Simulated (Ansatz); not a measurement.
Sb:

```
CELL_PARAMETERS angstrom
-1.87134 1.87134 1.87134
1.87134 -1.87134 1.87134
1.87134 1.87134 -1.87134
ATOMIC_POSITIONS crystal
Sb 0.00000 0.00000 0.00000
```

This isn't the form of Sb at room conditions, which is rhombohedral.

| Quantity | Value |
| --- | --- |
| Program | Ansatz 0.2.0 |
| Task | relaxation of cell and atoms |
| Functional | RPBE |
| Dispersion | D3(BJ) |
| Potentials or basis | Ansatz PAW |
| Cutoff | 420 eV (not typed: the program's choice for these potentials) |
| k mesh | 10 × 10 × 10 |
| Occupations | fermi-dirac, width 0.05 eV |
| Spin | no spin polarisation |

At the start: volume 26.21 Å³/atom.

How do energy, volume and symmetry change on relaxing?

It ends after 6 steps and the volume is 19.80 Å³/atom (-24.5 %); space group Im-3m (No. 229, to 0.05 Å).

The path:
| step | energy change (eV) | largest force (eV/Å) | volume (Å³) |
| --- | --- | --- | --- |
| 1 | 0.0000 | 0.0000 | 26.21 |
| 2 | -0.4148 | 0.0000 | 22.56 |
| 3 | -0.5458 | 0.0000 | 19.27 |
| 4 | -0.5518 | 0.0000 | 19.94 |
| 5 | -0.5523 | 0.0000 | 19.80 |
| 6 | -0.5506 | 0.0000 | 19.80 |

Final structure:
```xyz
1
Lattice="-1.7042 1.7042 1.7042 1.7042 -1.7042 1.7042 1.7042 1.7042 -1.7042" Properties=species:S:1:pos:R:3 pbc="T T T"
Sb    0.0000    0.0000    0.0000
```

Caveat: the volume moved by over 15 % at a fixed basis, so the end points are rough; the plane-wave basis is chosen anew once the cell has moved, so the energies of steps on either side of that aren't comparable; pairwise dispersion overbinds metals, which lowers pressure and volume; the PAW data sets come from PBE, with cores solved anew for the run's functional, which leaves a small shift of forces and pressure.
